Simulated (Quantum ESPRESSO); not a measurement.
A run of Quantum ESPRESSO 7.5:

File pw.in:

```
&CONTROL
  calculation = 'scf'
  prefix = 'pwscf'
  outdir = './tmp'
  pseudo_dir = './pseudo'
  tprnfor = .true.
  tstress = .true.
  disk_io = 'low'
/
&SYSTEM
  ibrav = 0
  nat = 1
  ntyp = 1
  ecutwfc = 82
  nbnd = 16
  occupations = 'smearing'
  smearing = 'mp'
  degauss = 0.01469973
/
&ELECTRONS
  conv_thr = 2d-10
  electron_maxstep = 120
  mixing_beta = 0.5
/
ATOMIC_SPECIES
Ag   107.8682 Ag.upf
CELL_PARAMETERS angstrom
   0.0000000000    2.0427500000    2.0427500000
   2.0427500000    0.0000000000    2.0427500000
   2.0427500000    2.0427500000    0.0000000000
ATOMIC_POSITIONS crystal
Ag     0.0000000000    0.0000000000    0.0000000000
K_POINTS automatic
12 12 12 0 0 0
```

Contents of relax.in:

```
&CONTROL
  calculation = 'vc-relax'
  prefix = 'pwscf'
  outdir = './tmp'
  pseudo_dir = './pseudo'
  tprnfor = .true.
  tstress = .true.
  disk_io = 'low'
  nstep = 40
  forc_conv_thr = 0.0001
  etot_conv_thr = 1d-06
/
&SYSTEM
  ibrav = 0
  nat = 1
  ntyp = 1
  ecutwfc = 82
  nbnd = 16
  occupations = 'smearing'
  smearing = 'mp'
  degauss = 0.01469973
/
&ELECTRONS
  conv_thr = 2d-10
  electron_maxstep = 120
  mixing_beta = 0.5
/
&IONS
  ion_dynamics = 'bfgs'
/
&CELL
  cell_dynamics = 'bfgs'
  press = 0
  press_conv_thr = 0.2
/
ATOMIC_SPECIES
Ag   107.8682 Ag.upf
CELL_PARAMETERS angstrom
   0.0000000000    2.0427500000    2.0427500000
   2.0427500000    0.0000000000    2.0427500000
   2.0427500000    2.0427500000    0.0000000000
ATOMIC_POSITIONS crystal
Ag     0.0000000000    0.0000000000    0.0000000000
K_POINTS automatic
12 12 12 0 0 0
```

scf2.in

```
&CONTROL
  calculation = 'scf'
  prefix = 'pwscf'
  outdir = './tmp'
  pseudo_dir = './pseudo'
  tprnfor = .true.
  tstress = .true.
  disk_io = 'low'
/
&SYSTEM
  ibrav = 0
  nat = 1
  ntyp = 1
  ecutwfc = 82
  nbnd = 16
  occupations = 'smearing'
  smearing = 'mp'
  degauss = 0.01469973
/
&ELECTRONS
  conv_thr = 1d-13
  electron_maxstep = 120
  mixing_beta = 0.5
  startingpot = 'file'
  startingwfc = 'file'
/
ATOMIC_SPECIES
Ag   107.8682 Ag.upf
CELL_PARAMETERS angstrom
   0.0000000000    2.0272177286    2.0272177286
   2.0272177286    0.0000000000    2.0272177286
   2.0272177286    2.0272177286    0.0000000000
ATOMIC_POSITIONS crystal
Ag     0.0000000000    0.0000000000    0.0000000000
K_POINTS automatic
12 12 12 0 0 0
```

Contents of ph.in:

```
phonon_bands of Ag
&INPUTPH
  prefix = 'pwscf'
  outdir = './tmp'
  tr2_ph = 1d-16
  fildyn = 'dyn'
  niter_ph = 60
  alpha_mix(1) = 0.4
  ldisp = .true.
  nq1 = 2
  nq2 = 2
  nq3 = 2
/
```

Contents of q2r.in:

```
&INPUT
  fildyn = 'dyn'
  zasr = 'crystal'
  flfrc = 'fc'
/
```

Contents of matdyn.in:

```
&INPUT
  asr = 'crystal'
  flfrc = 'fc'
  flfrq = 'freq'
  q_in_cryst_coord = .true.
  flvec = ' '
/
80
 0.0000000000  0.0000000000  0.0000000000
 0.0454545455  0.0000000000  0.0454545455
 0.0909090909  0.0000000000  0.0909090909
 0.1363636364  0.0000000000  0.1363636364
 0.1818181818  0.0000000000  0.1818181818
 0.2272727273  0.0000000000  0.2272727273
 0.2727272727  0.0000000000  0.2727272727
 0.3181818182  0.0000000000  0.3181818182
 0.3636363636  0.0000000000  0.3636363636
 0.4090909091  0.0000000000  0.4090909091
 0.4545454545  0.0000000000  0.4545454545
 0.5000000000  0.0000000000  0.5000000000
 0.5000000000  0.0500000000  0.5500000000
 0.5000000000  0.1000000000  0.6000000000
 0.5000000000  0.1500000000  0.6500000000
 0.5000000000  0.2000000000  0.7000000000
 0.5000000000  0.2500000000  0.7500000000
 0.4687500000  0.2812500000  0.7500000000
 0.4375000000  0.3125000000  0.7500000000
 0.4062500000  0.3437500000  0.7500000000
 0.3750000000  0.3750000000  0.7500000000
 0.3461538462  0.3461538462  0.6923076923
 0.3173076923  0.3173076923  0.6346153846
 0.2884615385  0.2884615385  0.5769230769
 0.2596153846  0.2596153846  0.5192307692
 0.2307692308  0.2307692308  0.4615384615
 0.2019230769  0.2019230769  0.4038461538
 0.1730769231  0.1730769231  0.3461538462
 0.1442307692  0.1442307692  0.2884615385
 0.1153846154  0.1153846154  0.2307692308
 0.0865384615  0.0865384615  0.1730769231
 0.0576923077  0.0576923077  0.1153846154
 0.0288461538  0.0288461538  0.0576923077
 0.0000000000  0.0000000000  0.0000000000
 0.0454545455  0.0454545455  0.0454545455
 0.0909090909  0.0909090909  0.0909090909
 0.1363636364  0.1363636364  0.1363636364
 0.1818181818  0.1818181818  0.1818181818
 0.2272727273  0.2272727273  0.2272727273
 0.2727272727  0.2727272727  0.2727272727
 0.3181818182  0.3181818182  0.3181818182
 0.3636363636  0.3636363636  0.3636363636
 0.4090909091  0.4090909091  0.4090909091
 0.4545454545  0.4545454545  0.4545454545
 0.5000000000  0.5000000000  0.5000000000
 0.5178571429  0.4642857143  0.5178571429
 0.5357142857  0.4285714286  0.5357142857
 0.5535714286  0.3928571429  0.5535714286
 0.5714285714  0.3571428571  0.5714285714
 0.5892857143  0.3214285714  0.5892857143
 0.6071428571  0.2857142857  0.6071428571
 0.6250000000  0.2500000000  0.6250000000
 0.5937500000  0.2500000000  0.6562500000
 0.5625000000  0.2500000000  0.6875000000
 0.5312500000  0.2500000000  0.7187500000
 0.5000000000  0.2500000000  0.7500000000
 0.5000000000  0.2750000000  0.7250000000
 0.5000000000  0.3000000000  0.7000000000
 0.5000000000  0.3250000000  0.6750000000
 0.5000000000  0.3500000000  0.6500000000
 0.5000000000  0.3750000000  0.6250000000
 0.5000000000  0.4000000000  0.6000000000
 0.5000000000  0.4250000000  0.5750000000
 0.5000000000  0.4500000000  0.5500000000
 0.5000000000  0.4750000000  0.5250000000
 0.5000000000  0.5000000000  0.5000000000
 0.4861111111  0.4861111111  0.5277777778
 0.4722222222  0.4722222222  0.5555555556
 0.4583333333  0.4583333333  0.5833333333
 0.4444444444  0.4444444444  0.6111111111
 0.4305555556  0.4305555556  0.6388888889
 0.4166666667  0.4166666667  0.6666666667
 0.4027777778  0.4027777778  0.6944444444
 0.3888888889  0.3888888889  0.7222222222
 0.3750000000  0.3750000000  0.7500000000
 0.6250000000  0.2500000000  0.6250000000
 0.5937500000  0.1875000000  0.5937500000
 0.5625000000  0.1250000000  0.5625000000
 0.5312500000  0.0625000000  0.5312500000
 0.5000000000  0.0000000000  0.5000000000
```

The input matdyn_dos.in:

```
&INPUT
  asr = 'crystal'
  flfrc = 'fc'
  dos = .true.
  fldos = 'phdos'
  nk1 = 18
  nk2 = 18
  nk3 = 18
  deltaE = 1
  flvec = ' '
  flfrq = ' '
/
```

Potentials or basis: PseudoDojo 0.4.1 SR PBEsol standard.

Command:

```bash
$ OMP_NUM_THREADS=1 pw.x -in pw.in > pw.out
$ OMP_NUM_THREADS=1 pw.x -in relax.in > relax.out
$ OMP_NUM_THREADS=1 pw.x -in scf2.in > scf2.out
$ OMP_NUM_THREADS=1 ph.x -in ph.in > ph.out
$ OMP_NUM_THREADS=1 q2r.x -in q2r.in > q2r.out
$ OMP_NUM_THREADS=1 matdyn.x -in matdyn.in > matdyn.out
$ OMP_NUM_THREADS=1 matdyn.x -in matdyn_dos.in > matdyn_dos.out
```

Hardware: 1 thread of Arm Neoverse V1, with other jobs on the host.

Problem. Estimate the wall time of this run.

Solution. Run time: 13 min on 1 thread of Arm Neoverse V1 (shared host), peak memory 0.09 GiB. Counts: scf iterations 46, k pools 1, bands 16, ion steps 4, k points 72, g dense 11575.
